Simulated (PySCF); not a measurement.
An unknown gives this computed stick spectrum. Method used: PySCF, TDDFT B3LYP/def2-SVPD, vertical, gas phase, core orbitals frozen in the response. Geometries: PBE0-D3(BJ)/def2-SVP, one conformer each. Ions are computed without counter-ions or solvent.

```csv
state,E (eV),f,"main configurations (H = HOMO, L = LUMO)"
S1,7.09,0.0021,H→L (99%)
S2,7.22,0.0005,H-1→L (98%)
S3,7.63,0.020,H-2→L (98%)
S4,8.12,0.019,H-3→L (94%)
S5,8.29,0.0020,H→L+1 (97%)
S6,8.35,0.0071,H-4→L (93%)
S7,8.47,0.040,H-1→L+1 (95%)
S8,8.71,0.0090,H→L+2 (95%)
S9,8.85,0.022,"H-1→L+2 (73%), H-2→L+1 (21%)"
S10,8.86,0.039,"H-2→L+1 (72%), H-1→L+2 (23%)"
```

Question: Which candidate is it? All have the formula [C5H12N]+.
A. `C1CC[NH2+]CC1`
B. `CC[NH+]1CCC1`
C. `C[N+](C)=C(C)C`
D. `C[C@@H]1CC[C@H]1[NH3+]`

Answer: D. Its S1 lies at 7.09 eV; the nearest of the others has S1 at 6.83 eV. S1 is HOMO→LUMO (99%). Löwdin shares by element: HOMO carbon 73% or more (atoms not listed hold the other 27%); LUMO hydrogen 53% or more, nitrogen 21% (atoms not listed hold the other 26%). At the same level the other candidates give, for their lowest levels:
- `CC[NH+]1CCC1`: 8.78 eV (f 0.003); 8.86 eV (f 0.009); 9.06 eV (f 0.011); 9.27 eV (f 0.018); 9.59 eV (f 0.014); T1 8.61 eV; HOMO -14.31, LUMO -4.52 eV
- `C1CC[NH2+]CC1`: 8.06 eV (f 0.010); 8.13 eV (f 0.000); 8.14 eV (f 0.008); 9.02 eV (f 0.007); 9.04 eV (f 0.086); T1 7.96 eV; HOMO -13.58, LUMO -4.73 eV
- `CC(C)=[N+](C)C`: 6.83 eV (f 0.342); 7.05 eV (f 0.000); 7.93 eV (f 0.026); 8.20 eV (f 0.004); 8.33 eV (f 0.001); T1 4.62 eV; HOMO -13.50, LUMO -6.44 eV
Triplets come from the Tamm–Dancoff approximation.
